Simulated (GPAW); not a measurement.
# FeO (Wuestite) (Fm-3m) in GPAW: notebook

The runs below take FeO (Wuestite) through band structure, equation of state, with PW91, PBEsol, optPBE-vdW.

Everything below comes from runs of GPAW 26.7.0. Logs are shortened: lines on timing, memory, paths and dates and some standing lists are left out, and cuts for length are marked. The log counts tension as positive stress, the text compression.

**Experimental background.**

From “W\"ustite: Electric, thermodynamic and optical properties of FeO”, 2012, arxiv:1203.1201, for a bulk crystal of FeO: band gap 2.4 eV (optical).

The runs below are set against these values where they give the same quantity.

**1. The crystal as given**

The structure is cubic, space group Fm-3m (No. 225). Conventional cell: a = 4.311 Å, b = 4.311 Å, c = 4.311 Å, α = 90.00°, β = 90.00°, γ = 90.00°. Fe (site symmetry m-3m) has 6 O at 2.16 Å as nearest neighbours. Around O (site symmetry m-3m) lie 6 Fe at 2.16 Å.

**2. Band structure, PW91, collinear spin, ferromagnetic start**

run.py

```python
from ase.dft.bandgap import bandgap
from ase.io import write
from ase.spacegroup import crystal
from ase.units import GPa
from gpaw import GPAW, PW, setup_paths

setup_paths.insert(0, '.')

# Fe 4a
# O 4b
atoms = crystal(['Fe', 'O'],
                basis=[[0.0, 0.0, 0.0],
                       [0.5, 0.0, 0.0]],
                spacegroup=225, setting=1,  # Fm-3m
                cellpar=[4.3108, 4.3108, 4.3108, 90.0, 90.0, 90.0],
                primitive_cell=True)
atoms.set_initial_magnetic_moments([3.0, 0.0])

calc = GPAW(mode=PW(800),
            xc='GGA_X_PW91+GGA_C_PW91',
            kpts={'size': (9, 9, 9), 'gamma': True},
            occupations={'name': 'fermi-dirac', 'width': 0.05},
            nbands=17,
            convergence={'density': 1e-05, 'energy': 1e-05},
            maxiter=150,
            txt='gpaw.txt')
atoms.calc = calc
energy = atoms.get_potential_energy()
forces = atoms.get_forces()
stress = atoms.get_stress()
calc.write('gs.gpw')
write('result.traj', atoms)
print(f'Energy: {energy:.6f} eV')
print('Forces (eV/A):')
print(forces.round(4))
print('Stress (GPa):', (stress / GPa).round(3))
print('Moments:', calc.get_magnetic_moments().round(3))
print('Fermi level:', round(calc.get_fermi_level(), 4), 'eV')
print(f'Gap: {bandgap(calc)[0]:.4f} eV, direct: {bandgap(calc, direct=True)[0]:.4f} eV')

path = atoms.cell.bandpath('GXWKGLUWLK,UX', npoints=60, eps=1e-4)
bs_calc = calc.fixed_density(kpts=path, symmetry='off', nbands=26,
                             convergence={'bands': 'CBM+6.0', 'eigenstates': 1e-6}, txt='bands.txt')
bs = bs_calc.band_structure()
bs.write('bs.json')
print(f'Gap on the path: {bandgap(bs_calc)[0]:.4f} eV')
```

Potentials or basis: PAW data sets generated in the run's folder for this functional, pw.

Launch:

```
> gpaw-setup -f GGA_X_PW91+GGA_C_PW91 Fe O
> OMP_NUM_THREADS=1 python run.py
```

gpaw.txt:

```text
__  _  _
 | _ |_)|_||  |
 |__||  | ||/\| - 26.7.0

Input parameters:
  mode=PW(ecut=800.0),
  convergence={'density': 1e-05, 'energy': 1e-05},
  kpts=MonkhorstPack(size=(9, 9, 9), gamma=True),
  maxiter=150,
  nbands=17,
  occupations=Occupations(name='fermi-dirac', width=0.05),
  xc=XC(name='GGA_X_PW91+GGA_C_PW91')

Diagonalizing LCAO Hamiltonian
Converting LCAO to pw mode

              O

       Fe

Atoms  # Å, Bohr magnetons
|   | symbol |        x |        y |        z |    initial magnetic moments |
|---|--------|----------|----------|----------|-----------------------------|
| 0 |     Fe | 0.000000 | 0.000000 | 0.000000 | ( 0.0000,  0.0000,  3.0000) |
| 1 |      O | 2.155400 | 2.155400 | 2.155400 | ( 0.0000,  0.0000,  0.0000) |

Unit cell  # Å
| periodic |        x |        y |        z |  lengths |    angles |
|----------|----------|----------|----------|----------|-----------|
|      yes | 0.000000 | 2.155400 | 2.155400 | 3.048196 | 60.000000 |
|      yes | 2.155400 | 0.000000 | 2.155400 | 3.048196 | 60.000000 |
|      yes | 2.155400 | 2.155400 | 0.000000 | 3.048196 | 60.000000 |

Number of symmetries: 48
Symmetry operations  # r_c * U_cc + t_c -> r_c
|    | kind |            matrix            |
|----|------|------------------------------|
|  0 |  σ   |  1, 0, 0,  1, 0,-1,  1,-1, 0 |
|  1 |  C2  |  1, 0, 0,  1,-1, 0,  1, 0,-1 |
|  2 |  E   |  1, 0, 0,  0, 1, 0,  0, 0, 1 |
|  3 |  σ   |  1, 0, 0,  0, 0, 1,  0, 1, 0 |
|  4 |  C4  |  1, 0,-1,  1, 0, 0,  1,-1, 0 |
|  5 |  S6  |  1, 0,-1,  1,-1, 0,  1, 0, 0 |
|  6 |  σ   |  1, 0,-1,  0, 1,-1,  0, 0,-1 |
|  7 |  C3  |  1, 0,-1,  0, 0,-1,  0, 1,-1 |
|  8 |  S6  |  1,-1, 0,  1, 0, 0,  1, 0,-1 |
|  9 |  C4  |  1,-1, 0,  1, 0,-1,  1, 0, 0 |
| 10 |  C3  |  1,-1, 0,  0,-1, 1,  0,-1, 0 |
| 11 |  σ   |  1,-1, 0,  0,-1, 0,  0,-1, 1 |
| 12 |  σ   |  0, 1, 0,  1, 0, 0,  0, 0, 1 |
| 13 |  C4  |  0, 1, 0,  0, 1,-1, -1, 1, 0 |
| 14 |  C3  |  0, 1, 0,  0, 0, 1,  1, 0, 0 |
| 15 |  S6  |  0, 1, 0, -1, 1, 0,  0, 1,-1 |
| 16 |  C2  |  0, 1,-1,  1, 0,-1,  0, 0,-1 |
| 17 |  σ   |  0, 1,-1,  0, 1, 0, -1, 1, 0 |
| 18 |  S4  |  0, 1,-1,  0, 0,-1,  1, 0,-1 |
| 19 |  C4  |  0, 1,-1, -1, 1, 0,  0, 1, 0 |
| 20 |  C3  |  0, 0, 1,  1, 0, 0,  0, 1, 0 |
| 21 |  σ   |  0, 0, 1,  0, 1, 0,  1, 0, 0 |
| 22 |  S6  |  0, 0, 1,  0,-1, 1, -1, 0, 1 |
| 23 |  C4  |  0, 0, 1, -1, 0, 1,  0,-1, 1 |
| 24 |  S4  |  0, 0,-1,  1, 0,-1,  0, 1,-1 |
| 25 |  C3  |  0, 0,-1,  0, 1,-1,  1, 0,-1 |
| 26 |  C2  |  0, 0,-1,  0,-1, 0, -1, 0, 0 |
| 27 |  S6  |  0, 0,-1, -1, 0, 0,  0,-1, 0 |
| 28 |  S4  |  0,-1, 1,  1,-1, 0,  0,-1, 0 |
| 29 |  C4  |  0,-1, 1,  0, 0, 1, -1, 0, 1 |
| 30 |  C2  |  0,-1, 1,  0,-1, 0,  1,-1, 0 |
| 31 |  σ   |  0,-1, 1, -1, 0, 1,  0, 0, 1 |
| 32 |  C3  |  0,-1, 0,  1,-1, 0,  0,-1, 1 |
| 33 |  S6  |  0,-1, 0,  0, 0,-1, -1, 0, 0 |
| 34 |  S4  |  0,-1, 0,  0,-1, 1,  1,-1, 0 |
| 35 |  C2  |  0,-1, 0, -1, 0, 0,  0, 0,-1 |
| 36 |  C2  | -1, 1, 0,  0, 1, 0,  0, 1,-1 |
| 37 |  S6  | -1, 1, 0,  0, 1,-1,  0, 1, 0 |
| 38 |  S4  | -1, 1, 0, -1, 0, 1, -1, 0, 0 |
| 39 |  C3  | -1, 1, 0, -1, 0, 0, -1, 0, 1 |
| 40 |  S6  | -1, 0, 1,  0, 0, 1,  0,-1, 1 |
| 41 |  C2  | -1, 0, 1,  0,-1, 1,  0, 0, 1 |
| 42 |  C3  | -1, 0, 1, -1, 1, 0, -1, 0, 0 |
| 43 |  S4  | -1, 0, 1, -1, 0, 0, -1, 1, 0 |
| 44 |  C2  | -1, 0, 0,  0, 0,-1,  0,-1, 0 |
| 45 |  i   | -1, 0, 0,  0,-1, 0,  0, 0,-1 |
| 46 |  σ   | -1, 0, 0, -1, 1, 0, -1, 0, 1 |
| 47 |  C2  | -1, 0, 0, -1, 0, 1, -1, 1, 0 |

BZ-sampling:
  Number of BZ points: 729
  Number of IBZ points: 35

  Monkhorst-Pack size: [9, 9, 9]
  Monkhorst-Pack shift: [0, 0, 0]

K-points  # in reciprocal-cell coordinates
|     |                                coordinates |     weight |
|-----|--------------------------------------------|------------|
|   0 | (  0.00000000,   0.00000000,   0.00000000) | 0.00137174 |
|   1 | (  0.11111111,   0.11111111,   0.00000000) | 0.00823045 |
|   2 | (  0.11111111,   0.11111111,   0.11111111) | 0.01097394 |
|   3 | (  0.22222222,   0.11111111,   0.11111111) | 0.01646091 |
|   4 | (  0.22222222,   0.22222222,   0.00000000) | 0.00823045 |
|   5 | (  0.22222222,   0.22222222,   0.11111111) | 0.03292181 |
|   6 | (  0.22222222,   0.22222222,   0.22222222) | 0.01097394 |
|   7 | (  0.33333333,   0.22222222,   0.11111111) | 0.03292181 |
|   8 | (  0.33333333,   0.22222222,   0.22222222) | 0.03292181 |
|   9 | (  0.33333333,   0.33333333,  -0.33333333) | 0.01646091 |
| ... |                                            |            |
|  34 | (  0.44444444,   0.44444444,   0.44444444) | 0.01097394 |

Plane wave coefficients: 1039
Cutoff: 800.0 eV

Spin-components: 2 (collinear spins)
Bands:           17
Projectors:      11
Spin-degeneracy: 1
Datatype:        complex128

Parallelization:
  kpt:    1
  domain: 1
  band:   1

Density:
  Valence electrons: 14.0
  Components: 2
  Grid points: [20 20 20]
  Charge: 0.0  # |e|

Potential:
  Grid points: [20 20 20]

species:
  Fe:
    name:    Iron
    Z:       26.0
    valence: 8
    core:    18
    charge:  0.0  # [|e|]
    compensation charges:
      type: gauss
      rc: 0.33  # [Å]
      lmax: 2
    cutoffs:
      filter: 2.06  # [Å]
      core: 2.67  # [Å]
    projectors
    | kind |    occ | energy [eV] | rcut [Å] |
    |------|--------|-------------|----------|
    |   4s |  2.000 |      -5.347 |    1.164 |
    |   4p |  0.000 |      -1.375 |    1.058 |
    |   3d |  6.000 |      -7.580 |    1.058 |
    |    s |        |      21.865 |    1.164 |
    |    p |        |      25.837 |    1.058 |
    |    d |        |      19.632 |    1.058 |

    Using partial waves for Fe as LCAO basis

  O:
    name:    Oxygen
    Z:       8.0
    valence: 6
    core:    2
    charge:  0.0  # [|e|]
    compensation charges:
      type: gauss
      rc: 0.21  # [Å]
      lmax: 2
    cutoffs:
      filter: 1.17  # [Å]
      core: 0.83  # [Å]
    projectors
    | kind |    occ | energy [eV] | rcut [Å] |
    |------|--------|-------------|----------|
    |   2s |  2.000 |     -24.006 |    0.688 |
    |   2p |  4.000 |      -9.110 |    0.598 |
    |    s |        |       3.205 |    0.688 |
    |    p |        |      18.102 |    0.598 |
    |    d |        |       0.000 |    0.619 |

    Using partial waves for O as LCAO basis

Reference energy: -36671.034994  # eV

eigensolver:
  PPCG
  Converge bands: occupied
  niter=2

density mixing:
  MSR1-Mixer
  Pratt-step length: 0.05
  Maximum mixing coefficient: 0.75
  Old densities: 10
  SVD Regularization: 0.005
  Good broyden scale: 1.0
  Trust region scale: 1.0
  Backstep threshold: 4.0
  History deletion threshold: 6.0
  Fourier metric: weight=20.0, sigma=0.015

occupation numbers:
  Fermi-Dirac:
    width: 0.0500  # eV

poisson solver:
  ecut: 6400.0  # eV

xc functional:
  name: GGA_X_PW91+GGA_C_PW91 with 2 nearest neighbor stencil

convergence criteria:
- Maximum integral of absolute [dens]ity change: 1e-05 electrons / valence electron
- Maximum [total energy] change in last 3 cyles: 1e-05 eV / valence electron
- Maximum integral of absolute [eigenst]ate change: 4e-08 eV^2 / valence electron
maximum number of iterations: 150

SCF iterations
|iter     | |      energy | eigst |  dens |  magmom |
|---------|-|-------------|-------|-------|---------|
|iter:   1| |  -16.507097 | -0.07 |       |  +3.0025|
|iter:   2| |  -16.282602 | -2.00 | -0.72 |  +3.0524|
|iter:   3| |  -15.951118 | -1.72 | -0.76 |  +3.5901|
|iter:   4| |  -15.998280 | -2.56 | -1.26 |  +3.8541|
|iter:   5| |  -16.010013 | -3.46 | -1.66 |  +4.0051|
|iter:   6| |  -16.009222 | -4.27 | -2.34 |  +4.0065|
|iter:   7| |  -16.009394 | -4.93 | -2.64 |  +4.0025|
|iter:   8| |  -16.009420 | -5.75 | -3.18 |  +4.0015|
|iter:   9| |  -16.009422c| -7.12 | -3.71 |  +4.0010|
|iter:  10| |  -16.009422c| -8.06c| -4.64 |  +4.0011|
|iter:  11| |  -16.009422c| -8.57c| -5.06c|  +4.0011|

Converged in 11 steps
Energy contributions relative to reference atoms: (reference = -36671.034994)

Energy contributions:
  Kinetic:          28.036185
  Coulomb:         -24.729363
  Zero:              0.238514
  External:          0.000000
  Xc:              -19.549542
  Entropy:          -0.010432
  Spinorbit:         0.000000
  ----------------------------
  Free energy:     -16.014638
  Extrapolated:    -16.009422

dipole moment: (-10.343798, -10.343798, -10.343798)  # |e|*Ang

Total magnetic moment: (0.000000, 0.000000, 4.001140)

Local magnetic moments
|        x |        y |        z |
|----------|----------|----------|
| 0.000000 | 0.000000 | 3.542960 |  # Fe   0
| 0.000000 | 0.000000 | 0.236618 |  # O    1

Fermi level: 9.154
Eigenvalues  # (at kpt = [0.000, 0.000, 0.000])
| band index |      eig [eV] | occ [0-1] |      eig [eV] | occ [0-1] |
|------------|---------------|-----------|---------------|-----------|
|          0 |       -11.600 |     1.000 |       -11.080 |     1.000 |
|          1 |         5.275 |     1.000 |         5.817 |     1.000 |
|          2 |         5.275 |     1.000 |         5.817 |     1.000 |
|          3 |         5.275 |     1.000 |         5.817 |     1.000 |
|          4 |         5.326 |     1.000 |         8.441 |     1.000 |
|          5 |         5.326 |     1.000 |         8.441 |     1.000 |
[... 9 lines left out ...]
|         15 |        29.496 |     0.000 |        31.251 |     0.000 |
|         16 |        29.496 |     0.000 |        31.251 |     0.000 |

No gap
No difference between direct/indirect transitions

Forces  # eV/Ang
|       x |       y |        z |
|---------|---------|----------|
| 0.00000 | 0.00000 | -0.00000 |  # Fe   0
| 0.00000 | 0.00000 | -0.00000 |  # O    1

Stress tensor  # eV/Ang^3
|         x |         y |         z |
|-----------|-----------|-----------|
| -0.000827 | -0.000000 | -0.000000 |
| -0.000000 | -0.000827 |  0.000000 |
| -0.000000 |  0.000000 | -0.000827 |

# Writing to gs.gpw (mode='')
```

Run time: 51 s. Hardware: 1 thread of Arm Neoverse V1, shared host; peak memory 0.25 GiB.

What came out:

```
Free energy             : -16.0146 eV
Pressure                : 0.1 GPa
Band gap along the path : none (metal or under the smearing width)
Net moment              : 4.00 μB per cell
Site moments            : Fe +3.54; O +0.24 μB
```

Levels at the corners of the path, in eV from the Fermi level:
Spin up:
```
point  band 6  band 7  band 8  band 9  band 10
    Γ   -3.83   -3.83   -3.63   -3.63     0.01
    X   -3.23   -2.74   -2.72   -2.72     5.16
    W   -2.98   -2.86   -2.72   -1.68     7.33
    K   -2.86   -2.59   -2.42   -1.67     6.66
    Γ   -3.83   -3.83   -3.63   -3.63     0.01
    L   -3.00   -2.45   -0.30   -0.30     4.01
    U   -2.86   -2.59   -2.42   -1.67     6.66
    W   -2.98   -2.86   -2.72   -1.68     7.33
    L   -3.00   -2.45   -0.30   -0.30     4.01
    K   -2.86   -2.59   -2.42   -1.67     6.66
    U   -2.86   -2.59   -2.42   -1.67     6.66
    X   -3.23   -2.74   -2.72   -2.72     5.16
```
Spin down:
```tsv
point	band 3	band 4	band 5	band 6	band 7	band 8
Γ	-3.34	-3.34	-0.71	-0.71	-0.71	0.23
X	-4.52	-4.52	-2.10	0.79	0.79	0.79
W	-6.18	-5.59	-0.02	-0.02	0.79	1.11
K	-6.18	-4.92	-0.78	0.60	0.70	1.35
Γ	-3.34	-3.34	-0.71	-0.71	-0.71	0.23
L	-5.20	-5.20	0.43	0.43	0.63	2.84
U	-6.18	-4.92	-0.78	0.60	0.70	1.35
W	-6.18	-5.59	-0.02	-0.02	0.79	1.11
L	-5.20	-5.20	0.43	0.43	0.63	2.84
K	-6.18	-4.92	-0.78	0.60	0.70	1.35
U	-6.18	-4.92	-0.78	0.60	0.70	1.35
X	-4.52	-4.52	-2.10	0.79	0.79	0.79
```

Caveat: a cell with one magnetic atom can't hold antiferromagnetic order, which such compounds often take; semilocal functionals often make such compounds metallic where correlation or magnetic order opens a gap, which also shifts bond lengths.

(Continued in part 2 of 2.)
